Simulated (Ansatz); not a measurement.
# Iridium, hcp: HSE06 after PBE

How do the levels change when part of the exchange is made exact, and what does it cost? Spin polarisation is left out. The cell comes from an earlier PBE relaxation. Exact exchange is dear, so the k-mesh is coarse, and PBE is run on the same mesh for comparison.

Program: Ansatz 0.2.0. Level of theory: DFT, plane waves (420 eV) with PBE-made PAW files, scalar-relativistic; functionals as named at each step. These are calculated values, not measurements.

**1. The system as given**

The structure is hexagonal, space group P6_3/mmc (No. 194). Conventional cell: a = 2.749 Å, b = 2.749 Å, c = 4.458 Å, α = 90.00°, β = 90.00°, γ = 120.00°. Around Ir (site symmetry -6m2) lie 12 Ir at 2.74 to 2.75 Å.

As a file:

```cif
data_structure
_symmetry_space_group_name_H-M 'P 1'
_symmetry_Int_Tables_number 1
_cell_length_a 2.7486
_cell_length_b 2.7486
_cell_length_c 4.4579
_cell_angle_alpha 90.000
_cell_angle_beta 90.000
_cell_angle_gamma 120.000
_cell_volume 29.17
loop_
_atom_site_label
_atom_site_type_symbol
_atom_site_fract_x
_atom_site_fract_y
_atom_site_fract_z
_atom_site_occupancy
Ir1 Ir 0.33333 0.66667 0.25000 1
Ir2 Ir 0.66667 0.33333 0.75000 1
```

**2. PBE on the coarse mesh**

The run with PBE.

Input file input.yaml:

```yaml
crystal:
  lattice:
    - [2.748625474, 0.0, 0.0]
    - [-1.374312737, 2.380379486, 0.0]
    - [0.0, 0.0, 4.4579354011]
  atoms:
    - { symbol: Ir, position: [0.3333333333, 0.6666666667, 0.25] }
    - { symbol: Ir, position: [0.6666666667, 0.3333333333, 0.75] }
hamiltonian:
  xc: pbe
  pseudopotentials:
    kind: paw
    azcp:
      Ir: "pseudopotentials/Ir.paw.azcp"
basis:
  ecutwfc: 420
  fft_grid_basis: typed
kpoints:
  mp_grid: { grid: [7, 7, 4], shift: [0, 0, 0] }
magnetization:
  spin_polarized: false
scf:
  occupations: { method: fermi_dirac, width: 0.1 }
```

Command:

```console
$ ansatz run input.yaml --threads 4 --pin off --max-ram 8192MiB --backend cpu --events-out ev --progress --plain --runs-dir out
```

What it wrote (excerpt; [...] marks lines left out):

```text
Warning: RAYON_NUM_THREADS=4 ignored (pool sized by the plan → 4); use --threads N
[...]
Pseudopotentials: kind: paw
Pseudopotential: Ir, paw, valence charge 17, recommended cutoff 420 eV (normal), <dir>
Functional definition: PBE
[...]
Crystal: 2 atoms, lattice volume = 29.167 Å³
Basis set: ecut = 420 eV, 573 PW (Γ)
Bands: 21, of which v1, the nominal top of the filled ones, is band 17 counted from 1 (16 counted from 0)
Symmetry: 24 space group operations
Space group: P63/mmc (ITA 194), of the structure as read, at distance tolerance 3.1e-5 Å
k-points: 24 of 196
[...]
SCF iter   1: F=—  HF=-23870.593969 eV  |F-HF|=—  |Δ(HF+E_count)|=         —  Δρ=8.40e-3  dr2=7.83e-3  ethr=1.77e-3  ⟨swp⟩=4.6  Hψ=1927  notcnv=0
[...]
SCF iter   6: F=-23870.598730 eV  HF=-23870.598730 eV  |F-HF|=5.09e-11  |Δ(HF+E_count)|=   8.32e-9  Δρ=7.62e-7  dr2=2.97e-11  ethr=5.64e-11  ⟨swp⟩=1.0  Hψ=1438  notcnv=0
[...]
SCF converged after 6 iterations
Free energy (F): -23870.598730 eV
[...]
E sigma→0 (E₀):  -23870.576443 eV
Entropy (-TS):   -0.044574 eV (-22.287 meV/atom)
Fermi energy:    25.015816 eV
[...]
```

Wall time 0.3 s (4 threads of Arm Neoverse V1, shared host); peak memory 0.26 GiB.

**3. HSE06 on the coarse mesh**

The run with HSE06.

input.yaml: that of step 2 with these lines changed.

```diff
@@ -9,3 +9,3 @@
 hamiltonian:
-  xc: pbe
+  xc: hse06
   pseudopotentials:
```

Command:

```console
$ ansatz run input.yaml --threads 4 --pin off --max-ram 8192MiB --backend cpu --events-out ev --progress --plain --runs-dir out
```

What it wrote (excerpt; [...] marks lines left out):

```text
Warning: RAYON_NUM_THREADS=4 ignored (pool sized by the plan → 4); use --threads N
[...]
Pseudopotentials: kind: paw
Pseudopotential: Ir, paw, valence charge 17, recommended cutoff 420 eV (normal), <dir>
Functional definition: HSE06
[...]
Crystal: 2 atoms, lattice volume = 29.167 Å³
Basis set: ecut = 420 eV, 573 PW (Γ)
Bands: 21, of which v1, the nominal top of the filled ones, is band 17 counted from 1 (16 counted from 0)
Symmetry: 24 space group operations
Space group: P63/mmc (ITA 194), of the structure as read, at distance tolerance 3.1e-5 Å
k-points: 24 of 196
[...]
SCF iter   1: F=—  HF=-23870.598278 eV  |F-HF|=—  |Δ(HF+E_count)|=         —  Δρ=1.13e-2  dr2=2.42e-2  ethr=1.77e-3  ⟨swp⟩=5.8  Hψ=1892  notcnv=0
[...]
Frozen-core exchange: fock
[...]
SCF 2 stopped early in 5 iterations: F = -23873.721203 eV  dr2 = 1.93e-6
hybrid outer 1: dexx = +2.537e-3 eV, tail = 1.35e-5 eV
[...]
Frozen-core exchange: fock
[...]
SCF iter   2: F=-23873.721211 eV  HF=-23873.721211 eV  |F-HF|=1.10e-8  |Δ(HF+E_count)|=   1.39e-7  Δρ=2.63e-5  dr2=6.38e-8  ethr=1.09e-10  ⟨swp⟩=2.0  Hψ=2114  notcnv=0
[...]
hybrid outer 2: dexx = +1.998e-7 eV, tail = 1.47e-7 eV, Δε = 8.15e-4 eV (about 9.52e-5 eV left of the loop's levels)
hybrid SCF converged: 2 outer / 7 inner (+6 warm-up), last move |dexx| = 2.00e-7 eV, tail = 1.47e-7 eV
Stability not checked: this state was not tested for a lower state beside it, because the functional holds exact exchange (a hybrid, or Hartree-Fock), whose exchange loop this test does not read (fock_operator; see scf.lower_state_search)
Free energy (F): -23873.721211 eV
Frozen-core exchange: fock
[...]
E sigma→0 (E₀):  -23873.706606 eV
Entropy (-TS):   -0.029210 eV (-14.605 meV/atom)
Fermi energy:    24.688016 eV
[...]
--- Band table (eV; the first three rows and the last of 24) ---
  k-point 0: bands = ["-72.6421", "-72.5687", "-28.5749", "-27.8578", "-27.8578", "-27.7225", "-27.7225", "-27.6948", "12.6233", "15.7436", "20.1341", "20.2167", "20.2167", "20.8950", "20.8950", "21.7268", "21.7268", "23.7635", "24.9892", "24.9892", "32.5208"]
[...]
```

It took 5 s on 4 threads of Arm Neoverse V1, shared host; peak memory 0.9 GiB.

**4. Side by side**

| functional | gap on the mesh | Fermi energy (eV) | SCF cycles | exchange loops | CPU time |
| --- | --- | --- | --- | --- | --- |
| PBE | none (levels filled in part) | 25.016 | 6 | - | 0.79 s |
| HSE06 | none (levels filled in part) | 24.688 | 13 | 2 | 14 s |

**5. Outcome**

| quantity | value |
| --- | --- |
| PBE: gap | none (levels filled in part) |
| HSE06: gap | none (levels filled in part) |
| HSE06: SCF cycles, exchange loops | 13, 2 |
| HSE06: CPU time over that of PBE | 18 |
| HSE06: relative to fcc | +152 meV/atom |

In words: Both PBE and HSE06 leave levels filled in part. The hybrid took 18 times as much CPU time as PBE on the same settings. The exchange operator of HSE06 was renewed in 2 outer loops. To compare with dense-mesh energies, the change of PBE from this mesh and smearing to its dense run (+55.1 meV/atom, from a run not shown) is added. Under HSE06 it lies 152 meV/atom above fcc (computed apart in the same way); on such meshes a few tens of meV are uncertain for metals. The total energies in the logs cannot be compared from one functional to another.
